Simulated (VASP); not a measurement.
Crystal: SnS2.

```xyz
3
Lattice="3.6743 0.0000 0.0000 -1.8372 3.1820 0.0000 0.0000 0.0000 6.2288" Properties=species:S:1:pos:R:3 pbc="T T T"
Sn    0.0000    0.0000    0.0000
S     0.0000    2.1214    1.4616
S     1.8372    1.0607    4.7672
```

The cell is a database's computed one.

| Item | Value |
| --- | --- |
| Program | VASP 6.6.1 |
| Task | relaxation of cell and atoms |
| Functional | LDA |
| Potentials or basis | VASP PAW LDA potentials, release 64 (Sn_d, S) |
| Cutoff | 300 eV |
| k mesh | 5 × 5 × 3 |
| Occupations | gaussian, width 0.02 eV |
| Spin | no spin polarisation |

At the start: pressure -2.5 GPa; volume 24.28 Å³/atom.

Problem. Where does the relaxation end?

Solution. Over 24 steps the energy falls by 19.2 meV/atom and the volume is 21.70 Å³/atom (-10.6 %); space group P-3m1 (No. 164, to 0.05 Å).

Step by step:
| step | energy change (eV) | largest force (eV/Å) | pressure (GPa) | volume (Å³) |
| --- | --- | --- | --- | --- |
| 1 | 0.0000 | 0.0752 | -2.52 | 72.83 |
| 2 | -0.0056 | 0.5258 | 2.17 | 68.87 |
| 3 | -0.0181 | 0.2395 | -0.09 | 70.63 |
| 4 | -0.0226 | 0.1781 | -0.06 | 70.23 |
| 5 | -0.0268 | 0.0734 | -0.10 | 69.57 |
| 6 | -0.0227 | 0.1438 | -0.13 | 68.27 |
| 7 | -0.0273 | 0.0176 | -0.18 | 69.24 |
| 8 | -0.0307 | 0.0280 | -0.07 | 68.86 |
| 9 | -0.0397 | 0.0536 | 0.24 | 67.72 |
| 10 | -0.0511 | 0.1037 | 1.00 | 65.45 |
| 11 | -0.0518 | 0.1276 | 1.48 | 64.34 |
| 12 | -0.0547 | 0.0576 | 1.01 | 64.31 |
| 13 | -0.0562 | 0.0320 | 0.41 | 64.28 |
| 14 | -0.0562 | 0.0359 | 0.38 | 64.27 |
| 15 | -0.0566 | 0.0337 | 0.30 | 64.40 |
| 16 | -0.0574 | 0.0223 | 0.04 | 64.79 |
| 17 | -0.0575 | 0.0173 | 0.00 | 64.96 |
| 18 | -0.0575 | 0.0085 | -0.22 | 65.31 |
| 19 | -0.0575 | 0.0154 | -0.04 | 65.07 |
| 20 | -0.0575 | 0.0143 | -0.04 | 65.13 |
| 21 | -0.0575 | 0.0110 | -0.14 | 65.22 |
| 22 | -0.0575 | 0.0113 | -0.13 | 65.15 |
| 23 | -0.0576 | 0.0051 | 0.07 | 65.06 |
| 24 | -0.0576 | 0.0031 | -0.02 | 65.09 |

Final structure:
```
Sn S
1.0
     3.63169    0.00000    0.00000
    -1.81584    3.14513    0.00000
     0.00000    0.00000    5.69890
Sn S
1 2
Direct
  0.00000 0.00000 0.00000
  0.33333 0.66667 0.25686
  0.66667 0.33333 0.74314
```

Caveat: the cutoff is under 1.25 times the usual one of these potentials, so pressure, stress and relaxed cells hold a basis-set (Pulay) error.
